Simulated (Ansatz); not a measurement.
**PtSb: strain energy, fitted**

PtSb, P6_3/mmc, a = 4.171 Å, c = 5.468 Å. The structure is a COD entry; whether it is the stable form wasn't checked. Ansatz: PBEsol, PAW, 420 eV, Γ-centred 12×12×10 mesh on 4 atoms, Gaussian smearing 0.10 eV; no spin polarisation. Series: strain along c alone, the other axes held, atoms fixed by symmetry; x is the strain in per cent. y is the free energy over the unstrained cell, V0 = 20.596 Å³/atom.

```
x (%) y (meV/atom)
 -4.5         41.08
 -3.0         17.53
 -1.5             ?
  0.0          0.00
  1.5          3.15
  3.0         12.62
  4.5         27.28
```

Q: Fit y = c2 x² + c3 x³ to the other rows, turn c2 into a modulus, and predict the missing energy.

A: Least squares on the rows shown. y = 1.6849 x² − 0.077019 x³. In eV per unit strain² c2 is 16.85; this is C33 with relaxed ions (E = ½ C33 V0 ε²): 2 × 16.85 × 160.2 / (20.596) = 262 GPa. The unstrained cell keeps some stress along the strain, worth a slope of -0.26 meV/atom per %, which the form leaves out. At x = -1.5 the fit asked for gives 4.05 meV/atom. The run gave 4.35 meV/atom, so the fit is 0.30 meV/atom too low, within the rms miss on the fitted rows (0.31 meV/atom).

Spin–orbit coupling is left out, which can shift energies with elements as heavy as these.